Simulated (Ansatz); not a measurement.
## Hf: changing the functional

The cell as given:

```
Hf
1.0
     0.00000    2.22000    2.22000
     2.22000    0.00000    2.22000
     2.22000    2.22000    0.00000
Hf
1
Direct
  0.00000 0.00000 0.00000
```

This isn't the form of Hf at room conditions, which is hcp.

Kept alike: task relaxation of cell and atoms; k mesh 10 × 10 × 10; occupations fermi-dirac, width 0.05 eV; no spin polarisation. Program: Ansatz, Ansatz PAW. Cutoffs run from 420 to 500 eV. The mesh is that of the run's cell of 1 atom. No spin-orbit coupling.

| functional | volume (Å³/atom) |
| --- | --- |
| BLYP | 23.102 |
| LDA | 20.759 |
| PBEsol | 21.553 |
| r2SCAN | 22.435 |

The relaxations keep at least the cell's symmetry (Fm-3m). For a metal such a mesh leaves the last digits unconverged. Relaxations stop with a little pressure left, so the last digits of a volume or edge aren't settled. All rows use potentials made for PBE.

Q: What does the functional change here?

A: The volume runs from 20.759 (LDA) to 23.102 Å³/atom (BLYP).
